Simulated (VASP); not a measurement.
A calculation with VASP 6.6.1 of Ag (native input, structure from a POSCAR):

The input INCAR:

```
SYSTEM = Ag
PREC     = Accurate       ! precision mode
ENCUT    = 520            ! plane-wave cutoff, eV
EDIFF    = 1E-7           ! SCF threshold, eV
ISMEAR   = 0              ! smearing method
SIGMA    = 0.05           ! smearing width, eV
LREAL    = .FALSE.        ! projectors in reciprocal space
LASPH    = .TRUE.         ! aspherical terms in the spheres
NELM     = 60             ! most SCF steps
ALGO     = Normal         ! electronic algorithm
ISIF     = 2              ! what is computed and relaxed
LWAVE    = .FALSE.        ! write WAVECAR
LCHARG   = .FALSE.        ! write CHGCAR
GGA      = PE             ! functional
```

Contents of KPOINTS:

```
Automatic mesh
0
G
  11 11 11
  0 0 0
```

Contents of POSCAR:

```
Ag
1.0
    0.0000000000      2.0427500000      2.0427500000
    2.0427500000      0.0000000000      2.0427500000
    2.0427500000      2.0427500000      0.0000000000
Ag
1
Cartesian
    0.0000000000      0.0000000000      0.0000000000
```

Potentials or basis: VASP PAW PBE potentials, release 64 (Ag).

Run with:

```bash
$ cat potpaw_PBE.64/Ag/POTCAR > POTCAR
$ mpirun -np 1 vasp_std > vasp.out
```

Write the same calculation in another form: ASE script, structure typed inline.

As run:

Contents of run.py:

```python
from ase import Atoms
from ase.calculators.vasp import Vasp
from ase.dft.bandgap import bandgap

atoms = Atoms(
    ['Ag'],
    cell=[[0.0, 2.04275, 2.04275], [2.04275, 0.0, 2.04275], [2.04275, 2.04275, 0.0]],
    scaled_positions=[[0.0, 0.0, 0.0]],
    pbc=True,
)
calc = Vasp(
    directory='calc',
    xc='pbe',
    pp='PBE',
    setups='recommended',
    prec='Accurate',
    encut=520,
    ediff=1e-06,
    ismear=0,
    sigma=0.05,
    lreal=False,
    lasph=True,
    nelm=60,
    algo='Normal',
    isif=2,
    lwave=False,
    lcharg=False,
    kpts=[11, 11, 11],
    gamma=True,
)
atoms.calc = calc

print('energy (eV):', atoms.get_potential_energy())
print('free energy (eV):', atoms.get_potential_energy(force_consistent=True))
print('forces (eV/A):')
print(atoms.get_forces())
print('stress (eV/A^3, Voigt):', atoms.get_stress())
print('Fermi level (eV):', calc.get_fermi_level())
gap, top, bottom = bandgap(calc)
print('band gap (eV):', gap, 'from (spin, k, band)', top, 'to', bottom)
```

Potentials or basis: VASP PAW PBE potentials, release 64 (Ag).

Command:

```bash
$ python run.py
```

Both were run:

|  | native input, structure from a POSCAR | ASE script, structure typed inline |
| --- | --- | --- |
| Pressure | 4.1 GPa | 4.1 GPa |
| Band gap on the k mesh | none (metal or under the smearing width) | none (metal or under the smearing width) |

Keys that steer only the numerical path or the files written may differ.
